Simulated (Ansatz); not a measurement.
# SiNi3 (Pm-3m) in Ansatz: reference runs

How does SiNi3 come out in PBEsol? The cell is run as given and disturbed.

Everything below comes from runs of Ansatz 0.2.0. Logs are shortened: lines on timing, memory, paths and dates and some standing lists are left out, and cuts for length are marked.

### 1 The crystal as given

It takes space group Pm-3m (No. 221, cubic). The conventional cell has a = 3.542 Å, b = 3.542 Å, c = 3.542 Å, α = 90.00°, β = 90.00°, γ = 90.00°. Ni (site symmetry 4/mmm) is surrounded by 8 Ni at 2.50 Å and 4 Si at 2.50 Å. Around Si (site symmetry m-3m) lie 12 Ni at 2.50 Å.

### 2 Single point, PBEsol, collinear spin, ferromagnetic start

Input file input.yaml:

```yaml
crystal:
  lattice:
    - [3.542, 0.0, 0.0]
    - [0.0, 3.542, 0.0]
    - [0.0, 0.0, 3.542]
  atoms:
    - { symbol: Ni, position: [0.5, 0.5, 0.0], spin: 1.0 }
    - { symbol: Ni, position: [0.5, 0.0, 0.5], spin: 1.0 }
    - { symbol: Ni, position: [0.0, 0.5, 0.5], spin: 1.0 }
    - { symbol: Si, position: [0.0, 0.0, 0.0] }
hamiltonian:
  xc: pbesol
  pseudopotentials: { kind: paw }
magnetization:
  spin_polarized: true
kpoints:
  mp_grid: { grid: [8, 8, 8] }
scf:
  occupations: { method: fermi_dirac, width: 0.05 }
output:
  forces: true
  stress: true
  eigenvalues: true
```

Potentials or basis: Ansatz PAW.

Started as:

```console
$ ansatz run input.yaml --threads 2 --pin off --max-ram 5632MiB --backend cpu --events-out ev --progress --plain --runs-dir out
```

The program printed:

```text
Warning: RAYON_NUM_THREADS=2 ignored (pool sized by the plan → 2); use --threads N
Engine: ansatz 0.2.0, aarch64-unknown-linux-gnu
Pseudopotentials: kind: paw
Pseudopotential: Ni, paw, valence charge 18, recommended cutoff 420 eV (normal), Ni.paw.azcp
Pseudopotential: Si, paw, valence charge 4, recommended cutoff 420 eV (normal), Si.paw.azcp
Functional definition: PBEsol
  exchange = pbesol_x
  correlation = pbesol_c
Crystal: 4 atoms, lattice volume = 44.437 Å³
Basis set: ecut = 420 eV, 895 PW (Γ), exchange–correlation on 48×48×48 points (8 copies of the dense FFT grid, shifted against one another)
Bands: 37, of which v1, the nominal top of the filled ones, is band 29 counted from 1 (28 counted from 0)
Symmetry: 48 space group operations
Space group: Pm-3m (ITA 221), of the structure as read, at distance tolerance 3.5e-5 Å
Magnetic group: BNS 221.92 (UNI 1594), of the structure as read, at distance tolerance 3.5e-5 Å
k-points: 35 of 512
Non-local potential: Ni, projectors of the file, l = 0: 3, l = 1: 2, l = 2: 3, l = 3: 1
Non-local potential: Si, projectors of the file, l = 0: 2, l = 1: 2, l = 2: 2
PAW form: soft (Blöchl's): semilocal exchange-correlation on the pseudo side does not see the compensation charge
PAW frozen core: Ni, regenerated for the run's functional, and the local potential with it (the file was generated under x = pbe(κ = 0.804, μ = 0.2195149727645171), c = pbe(β = 0.06672455060314922))
PAW frozen core: Si, regenerated for the run's functional, and the local potential with it (the file was generated under x = pbe(κ = 0.804, μ = 0.2195149727645171), c = pbe(β = 0.06672455060314922))
PAW one-centre angular grid: Ni, 590 points (default); XC on 64 Gauss nodes
PAW one-centre angular grid: Si, 110 points (default); XC on 64 Gauss nodes
Initial density: superposition of atomic densities (chi_scale 0.1, normalization cell)
[... 19 lines left out ...]
SCF 1 converged in 13 iterations: F = -18038.397918 eV  dr2 = 4.39e-10
WARN: the starting moments were not kept: the SCF closed with an absolute magnetisation of 4.3e-6 μB, where they sum to 3 μB in size (3 sites). That is at most 0.1 of that sum. Measured as dr2_m measures the in/out step, that magnetisation stands 1.3e-11 eV from none, at or under the dr2_threshold of 1.0e-7 eV: it is no larger than a step whose dr2_m would equal this threshold. The system may hold no moment; this SCF shows only that its start led to no more than that. To try another start: raise the starting moments (crystal.atoms[].spin, magnetization.per_species, magnetization.initial_magnetization, or on a non-collinear deck that types none of these the spinor_matrix: blocks that start its atoms; where the total moment is fixed, keep their sum and leave initial_magnetization as it is; typed ones take the place of any that the run laid by itself, positive ones on a crystal's lanthanoids without a Hubbard term where scf.initial_density.shell_occupations: [] is typed) or, if the notice of its spin-set hold's release reads "site moments contracting" or "site moments show no strong build", lengthen the hold (scf.mixing.spin_hold: { on: { confirm: 4 } }; for m-r²SCAN on two components see the key's manual first). Each may lead to a state that holds a moment. A second SCF, from the converged charge density, with the starting moments and any scf.initial_density.shell_occupations laid on it anew, would have followed, and was not run: the deck does not ask for one (magnetization.retry_lost_moments is false, the default). To let it run, set magnetization.retry_lost_moments: true and run the deck again, where that key's refused combinations let it; where memory then withholds it, that run's warning says so.
SCF converged after 13 iterations
Magnetization: 0.0000 μB (29.0000 up, 29.0000 down)
Absolute magnetization: 0.0000 μB (∫|ρ↑−ρ↓|, with the PAW one-centre terms)
Spin contamination: 0.0000 ħ² per cell (⟨S²⟩ above its minimum at these occupations)
Per-site moments (μB) at R_I (Å): [(1.1834195103805408e-6, 1.0331360403221348), (1.1834195103154482e-6, 1.0331360403221348), (1.1834195103869147e-6, 1.0331360403221348), (-1.799376622591563e-7, 1.0331360403221348)]
Free energy (F): -18038.397918 eV
Harris-Foulkes:  -18038.397918 eV  (|F-HF|=4.11e-10)
Internal energy: -18038.379162 eV  (E = F + TS)
E sigma→0 (E₀):  -18038.388540 eV
Entropy (-TS):   -0.018756 eV (-4.689 meV/atom)
Fermi energy:    16.704477 eV
--- Per-component energies (eV) ---
  E_band       = -882.089485
  E_kinetic    = 893.809201
  E_local      = -11764.664378  (includes V_loc(G=0)·N_el)
  E_nonlocal   = 1935.268099
  E_hartree    = 5004.517787
  E_xc         = -310.311306
  E_vxc        = -377.795309  (∫ρ·V_xc dr)
  E_paw        = -5286.056480  (= ΣΔE_a)
  E_vpaw       = -1577.740963  (= ΣTr[D̂ρ^β])
  E_aug_tail   = 0.001244  (compensation charges beyond the density's cutoff)
  E_ewald      = -8511.566755
  E_core_change = 0.623427  (= ΣΔE_core)
  E_smearing   = -0.018756  (= −TS)
  E_closure    = 0.000000  (closes the sum)
  Σ components = -18038.397918   (vs F -18038.397918, Δ=0.00e0)
--- Forces (eV/Å), atoms counted from 1 ---
  atom   1  Ni     0.00000000     0.00000000    -0.00000000
  atom   2  Ni     0.00000000    -0.00000000    -0.00000000
  atom   3  Ni     0.00000000     0.00000000     0.00000000
  atom   4  Si    -0.00000000    -0.00000000    -0.00000000
  max |Σ_I F_I| component: 2.23e-28 eV/Å
--- Stress (GPa, compression-positive) ---
      -14.139742       0.000000       0.000000
        0.000000     -14.139742       0.000000
        0.000000       0.000000     -14.139742
  P = ⅓ Tr σ = -14.1397 GPa (-141.397 kbar)
--- Band table (eV; the first three rows and the last of 70) ---
  k-point 0 ↑: bands = ["-86.1114", "-86.0798", "-86.0798", "-46.7232", "-46.7232", "-46.7232", "-46.6737", "-46.6737", "-46.6737", "-46.5186", "-46.5186", "-46.5186", "4.9552", "11.9540", "12.7779", "12.7779", "13.2801", "13.2801", "13.2801", "15.2122", "15.2122", "15.2122", "15.8031", "15.8031", "15.8031", "16.1190", "16.1190", "16.4290", "16.7296", "16.7296", "16.7296", "21.2197", "22.8509", "22.8509", "26.9450", "26.9450", "26.9450"]
  k-point 1 ↑: bands = ["-86.1104", "-86.0809", "-86.0798", "-46.7207", "-46.7207", "-46.7198", "-46.6745", "-46.6745", "-46.6739", "-46.5224", "-46.5202", "-46.5202", "5.1337", "11.9530", "12.5303", "12.9034", "13.2625", "13.2625", "13.3307", "14.9027", "14.9027", "15.1571", "15.3392", "15.9341", "15.9341", "16.1063", "16.1214", "16.3565", "16.7298", "17.0738", "17.0738", "21.5589", "22.8219", "23.4527", "26.3473", "26.3473", "26.5438"]
  k-point 2 ↑: bands = ["-86.1074", "-86.0838", "-86.0798", "-46.7139", "-46.7139", "-46.7111", "-46.6771", "-46.6771", "-46.6745", "-46.5324", "-46.5244", "-46.5244", "5.6513", "11.1818", "12.4998", "13.1967", "13.1967", "13.2465", "13.4680", "14.6173", "14.6173", "14.9088", "15.0089", "15.7995", "15.7995", "15.9038", "16.0740", "16.1961", "16.7303", "18.0334", "18.0334", "21.7097", "22.7407", "24.5930", "24.7030", "24.7030", "26.6365"]
  k-point 34 ↓: bands = ["-86.0902", "-86.0902", "-86.0902", "-46.7463", "-46.7463", "-46.7463", "-46.6678", "-46.6249", "-46.6249", "-46.6249", "-46.4881", "-46.4881", "8.7051", "12.5269", "12.5269", "12.5269", "13.0431", "13.0431", "13.0431", "14.5736", "14.5736", "14.5736", "15.3242", "15.3242", "15.3242", "15.5129", "15.5129", "16.2345", "16.5058", "16.5058", "16.5058", "17.8054", "20.5393", "20.5393", "20.5393", "32.9681", "32.9681"]
```

Wall time 5.3 s (2 threads of Arm Neoverse V1, shared host); peak memory 0.41 GiB.

What came out:

| Quantity | Value |
| --- | --- |
| Free energy | -18038.3979 eV |
| Pressure | -14.1 GPa |
| Band gap on the k mesh | none (metal or under the smearing width) |
| Net moment | 0.00 μB per cell |
| Absolute moment | 0.00 μB per cell |

Caveat: the PAW data sets come from PBE, with cores solved anew for the run's functional, which leaves a small shift of forces and pressure; the starting moments weren't kept.

### 3 Single point, PBEsol, collinear spin, ferromagnetic start (atoms moved at random, drawn with an rms of 0.05 Å)

Input file input.yaml:

```yaml
crystal:
  lattice:
    - [3.542, 0.0, 0.0]
    - [0.0, 3.542, 0.0]
    - [0.0, 0.0, 3.542]
  atoms:
    - { symbol: Ni, position: [0.488637, 0.483827, -0.00156], spin: 1.0 }
    - { symbol: Ni, position: [0.493039, -0.00131, 0.505428], spin: 1.0 }
    - { symbol: Ni, position: [0.010545, 0.497357, 0.488448], spin: 1.0 }
    - { symbol: Si, position: [-0.003718, 0.006404, 0.002014] }
hamiltonian:
  xc: pbesol
  pseudopotentials: { kind: paw }
magnetization:
  spin_polarized: true
kpoints:
  mp_grid: { grid: [8, 8, 8] }
scf:
  occupations: { method: fermi_dirac, width: 0.05 }
output:
  forces: true
  stress: true
  eigenvalues: true
  write_density: true
  write_potential: true
  elf: true
  volumetric_format: npy
```

Potentials or basis: Ansatz PAW.

Started as:

```console
$ ansatz run input.yaml --threads 2 --pin off --max-ram 5632MiB --backend cpu --events-out ev --progress --plain --runs-dir out
```

Wall time 88 s (2 threads of Arm Neoverse V1, shared host); peak memory 0.83 GiB.

It converged, with:

| Property | Result |
| --- | --- |
| Free energy | -18038.3488 eV |
| Pressure | -13.4 GPa |
| Largest force | 0.804 eV/Å |
| Band gap on the k mesh | none (metal or under the smearing width) |
| Net moment | 0.00 μB per cell |
| Absolute moment | 0.00 μB per cell |

Forces on the atoms (eV/Å):
```
Ni   0.478  0.435 -0.065
Ni   0.366 -0.318 -0.138
Ni  -0.746  0.115  0.276
Si  -0.098 -0.231 -0.073
```

Stress tensor (GPa, compression positive):
```
-13.43   0.07  -0.28
  0.07 -13.44   0.31
 -0.28   0.31 -13.34
```

Levels at points of the mesh, in eV from the Fermi level:
Spin up:
```tsv
k point	band 25	band 26	band 27	band 28	band 29	band 30	band 31	band 32	band 33	band 34
(0.00, 0.00, 0.00)	-0.87	-0.59	-0.50	-0.23	0.01	0.02	0.03	4.50	6.13	6.14
(0.00, 0.00, -0.50)	-1.27	-1.16	-1.05	-0.53	0.02	3.49	3.50	4.89	5.12	5.13
(0.00, -0.50, 0.00)	-1.28	-1.17	-1.07	-0.53	0.02	3.45	3.48	4.92	5.13	5.15
(0.00, -0.50, -0.50)	-1.37	-1.32	-1.07	-0.95	-0.88	0.62	0.63	5.40	6.15	7.49
(-0.50, 0.00, 0.00)	-1.26	-1.18	-1.09	-0.52	0.02	3.44	3.49	4.92	5.12	5.14
(-0.50, 0.00, -0.50)	-1.40	-1.29	-1.08	-0.95	-0.90	0.62	0.63	5.30	6.26	7.52
(-0.50, -0.50, 0.00)	-1.37	-1.27	-1.09	-0.96	-0.90	0.62	0.63	5.41	6.15	7.50
(-0.50, -0.50, -0.50)	-1.37	-1.19	-1.19	-0.49	-0.20	-0.19	-0.18	1.09	3.82	3.83
```
Spin down:
```csv
k point,band 25,band 26,band 27,band 28,band 29,band 30,band 31,band 32,band 33,band 34
"(0.00, 0.00, 0.00)",-0.87,-0.59,-0.50,-0.23,0.01,0.02,0.03,4.50,6.13,6.14
"(0.00, 0.00, -0.50)",-1.27,-1.16,-1.05,-0.53,0.02,3.49,3.50,4.89,5.12,5.13
"(0.00, -0.50, 0.00)",-1.28,-1.17,-1.07,-0.53,0.02,3.45,3.48,4.92,5.13,5.15
"(0.00, -0.50, -0.50)",-1.37,-1.32,-1.07,-0.95,-0.88,0.62,0.63,5.40,6.15,7.49
"(-0.50, 0.00, 0.00)",-1.26,-1.18,-1.09,-0.52,0.02,3.44,3.49,4.92,5.12,5.14
"(-0.50, 0.00, -0.50)",-1.40,-1.29,-1.08,-0.95,-0.90,0.62,0.63,5.30,6.26,7.52
"(-0.50, -0.50, 0.00)",-1.37,-1.27,-1.09,-0.96,-0.90,0.62,0.63,5.41,6.15,7.50
"(-0.50, -0.50, -0.50)",-1.37,-1.19,-1.19,-0.49,-0.20,-0.19,-0.18,1.09,3.82,3.83
```

Caveat: the PAW data sets come from PBE, with cores solved anew for the run's functional, which leaves a small shift of forces and pressure; the starting moments weren't kept.
